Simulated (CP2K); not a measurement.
Runs of CP2K 2026.2 on W. Symmetry: Im-3m, No. 229, cubic system. Conventional cell: a = 3.165 Å, b = 3.165 Å, c = 3.165 Å, α = 90.00°, β = 90.00°, γ = 90.00°. Around W (site symmetry m-3m) lie 8 W at 2.74 Å. 

```tsv
task	level	potentials or basis	smearing	EPS_DEFAULT	NGRIDS	basis sets	potentials	CUTOFF of the grids	gap on the mesh (eV)	pressure (GPa)	V0 of scaled cells (Å³/atom)	B0 (GPa)
single point	PBE	POTENTIAL_UZH W GTH-PBE-q14; TZVP-MOLOPT-PBE-GTH basis	fermi-dirac 0.05 eV	1.0E-10	5	W TZVP-MOLOPT-PBE-GTH-q14	W GTH-PBE-q14 of POTENTIAL_UZH	450 Ry	none	3.6	-	-
band structure	PBEsol	POTENTIAL_UZH W GTH-PBE-q14; TZVP-MOLOPT-PBE-GTH basis	fermi-dirac 0.0259 eV	1.0E-9	4	W TZVP-MOLOPT-PBE-GTH-q14	W GTH-PBE-q14 of POTENTIAL_UZH	450 Ry	none	-3.2	-	-
equation of state	PBEsol	POTENTIAL_UZH W GTH-PBE-q14; TZVP-MOLOPT-PBE-GTH basis	fermi-dirac 0.05 eV	1.0E-10	5	W TZVP-MOLOPT-PBE-GTH-q14	W GTH-PBE-q14 of POTENTIAL_UZH	450 Ry	-	-	15.68	(b)
band structure	r2SCAN	POTENTIAL_UZH W GTH-SCAN-q14; TZVP-MOLOPT-SCAN-GTH basis	fermi-dirac 0.1 eV	1.0E-9	5	W TZVP-MOLOPT-SCAN-GTH-q14	W GTH-SCAN-q14 of POTENTIAL_UZH	675 Ry	none	-4.1	-	-
band structure	PBEsol	POTENTIAL_UZH W GTH-PBE-q14; TZVP-MOLOPT-PBE-GTH basis	fermi-dirac 0.01 eV	1.0E-9	4	W TZVP-MOLOPT-PBE-GTH-q14	W GTH-PBE-q14 of POTENTIAL_UZH	450 Ry	none	-3.1	-	-
single point	PBEsol	POTENTIAL_UZH W GTH-PBE-q14; TZVP-MOLOPT-PBE-GTH basis	fermi-dirac 0.05 eV	1.0E-10	5	W TZVP-MOLOPT-PBE-GTH-q14	W GTH-PBE-q14 of POTENTIAL_UZH	450 Ry	none	(a)	-	-
equation of state	PBE	POTENTIAL_UZH W GTH-PBE-q14; TZVP-MOLOPT-PBE-GTH basis	fermi-dirac 0.05 eV	1.0E-10	5	W TZVP-MOLOPT-PBE-GTH-q14	W GTH-PBE-q14 of POTENTIAL_UZH	450 Ry	-	-	16.03	303
equation of state	PBEsol+D4	POTENTIAL_UZH W GTH-PBE-q14; TZVP-MOLOPT-PBE-GTH basis	fermi-dirac 0.05 eV	1.0E-9	4	W TZVP-MOLOPT-PBE-GTH-q14	W GTH-PBE-q14 of POTENTIAL_UZH	450 Ry	-	-	15.49	326
equation of state	r2SCAN	POTENTIAL_UZH W GTH-SCAN-q14; TZVP-MOLOPT-SCAN-GTH basis	fermi-dirac 0.05 eV	1.0E-9	4	W TZVP-MOLOPT-SCAN-GTH-q14	W GTH-SCAN-q14 of POTENTIAL_UZH	675 Ry	-	-	15.64	314
band structure	TB-mBJ	POTENTIAL_UZH W GTH-PBE-q14; TZVP-MOLOPT-PBE-GTH basis	fermi-dirac 0.0259 eV	1.0E-10	4	W TZVP-MOLOPT-PBE-GTH-q14	W GTH-PBE-q14 of POTENTIAL_UZH	675 Ry	none	-	-	-
band structure	PBE	POTENTIAL_UZH W GTH-PBE-q14; TZVP-MOLOPT-PBE-GTH basis	fermi-dirac 0.05 eV	1.0E-9	4	W TZVP-MOLOPT-PBE-GTH-q14	W GTH-PBE-q14 of POTENTIAL_UZH	450 Ry	none	3.6	-	-
band structure	PBE	POTENTIAL_UZH W GTH-PBE-q14; TZVP-MOLOPT-PBE-GTH basis	fermi-dirac 0.01 eV	1.0E-9	5	W TZVP-MOLOPT-PBE-GTH-q14	W GTH-PBE-q14 of POTENTIAL_UZH	450 Ry	none	3.8	-	-
```

Alike in all rows: no spin polarisation; cell as given; k mesh 12 × 12 × 12.

Question: Estimate the missing entries.

Answer: (a) -3.4; (b) 319.

Caveats: the basis of atomic orbitals isn't converged, which shifts pressures, moduli and gaps; the potentials were made for another functional, which shifts forces and pressure (some runs); this is a model potential without an energy functional, so only levels have meaning (some runs).

A k mesh can miss the band edges, and the runs leave out spin-orbit coupling on W.

A gap of «none» marks a metal or a gap under the smearing width.

Not every run made on this cell is shown here.
